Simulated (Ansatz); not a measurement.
The equilibrium volume of HfC, sorted by core time

It takes space group Fm-3m (No. 225, cubic). Conventional cell: a = 4.650 Å, b = 4.650 Å, c = 4.650 Å, α = 90.00°, β = 90.00°, γ = 90.00°. Hf (site symmetry m-3m) is surrounded by 6 C at 2.33 Å. Around C (site symmetry m-3m) lie 6 Hf at 2.33 Å.

```csv
rung,level,program and potentials,cutoff (eV),k mesh,smearing,core time,chip,equilibrium volume (Å³/atom),miss,notes
GGA + dispersion,PBE+D3(BJ),"Ansatz, Ansatz PAW",420,10 × 10 × 10,fermi-dirac 0.05,4.9 s,Intel Xeon Platinum 8488C Sapphire Rapids,(a),?,-
GGA + dispersion,revPBE+D3(BJ),"Ansatz, Ansatz PAW",420,10 × 10 × 10,fermi-dirac 0.05,6.2 s,Intel Xeon Platinum 8488C Sapphire Rapids,12.26,-1.9 %,"potentials made for PBE, which Ansatz adapts in part"
GGA,BLYP,"Ansatz, Ansatz PAW",420,10 × 10 × 10,fermi-dirac 0.05,6.9 s,Intel Xeon Platinum 8488C Sapphire Rapids,12.98,+3.8 %,"potentials made for PBE, which Ansatz adapts in part"
GGA + dispersion + U (3 eV),"RPBE+D4+U (Hf d U = 3 eV, fll (the default))","Ansatz, Ansatz PAW",420,10 × 10 × 10,tetrahedron,9.5 s,Intel Xeon Platinum 8488C Sapphire Rapids,12.68,+1.4 %,"potentials made for PBE, which Ansatz adapts in part"
LDA,LDA,"Ansatz, Ansatz PAW",420,10 × 10 × 10,fermi-dirac 0.05,9.6 s,Arm Neoverse V1,11.95,-4.4 %,"potentials made for PBE, which Ansatz adapts in part"
meta-GGA,m-r2SCAN,"Ansatz, Ansatz PAW",500,10 × 10 × 10,fermi-dirac 0.1,12 s,Arm Neoverse V2,12.50,+0.0 %,"potentials made for PBE, which Ansatz adapts in part"
hybrid,PBE0,"Ansatz, Ansatz PAW",420,5 × 5 × 5,fermi-dirac 0.05,71 s,Arm Neoverse V1,12.52,+0.2 %,"coarse mesh; potentials made for PBE, which Ansatz adapts in part"
hybrid,B3LYP,"Ansatz, Ansatz PAW",420,5 × 5 × 5,fermi-dirac 0.05,71 s,Arm Neoverse V2,12.83,+2.6 %,"coarse mesh; potentials made for PBE, which Ansatz adapts in part"
hybrid,PBEsol0,"Ansatz, Ansatz PAW",420,5 × 5 × 5,fermi-dirac 0.05,89 s,Intel Xeon Platinum 8488C Sapphire Rapids,12.29,-1.7 %,"coarse mesh; potentials made for PBE, which Ansatz adapts in part"
Hartree-Fock,HF,"Ansatz, Ansatz PAW",420,5 × 5 × 5,fermi-dirac 0.05,3 min,Arm Neoverse V1,13.42,+7.4 %,"coarse mesh; potentials made for PBE, which Ansatz adapts in part"
```

Times are single runs on shared hosts and different chips, so they are rough; meshes, cutoffs and the tasks' sizes weigh on the time. Task: relaxation of cell and atoms. All rows: no spin polarisation. m-r2SCAN is the variant of Desmarais and co-workers (2025). Smearing widths are in eV. For a metal such meshes aren't converged. Meshes differ between rows, which moves values too. Meshes are those of the run's cell of 2 atoms unless a note names another. Relaxations start from the cell shown or near it and stop with a little pressure left. The cell shown, of 12.57 Å³ an atom, is the runs' start and not the measured value. Misses use the values as printed. Runs on faulty files, with rough fits or with known faults for this quantity aren't shown. No row holds spin-orbit coupling.

Measured: 12.5 Å³/atom (a printed reference work). The runs are for a static lattice.

Estimate the value left out from the other rows.

(a) 12.33 Å³/atom, miss -1.4 %.
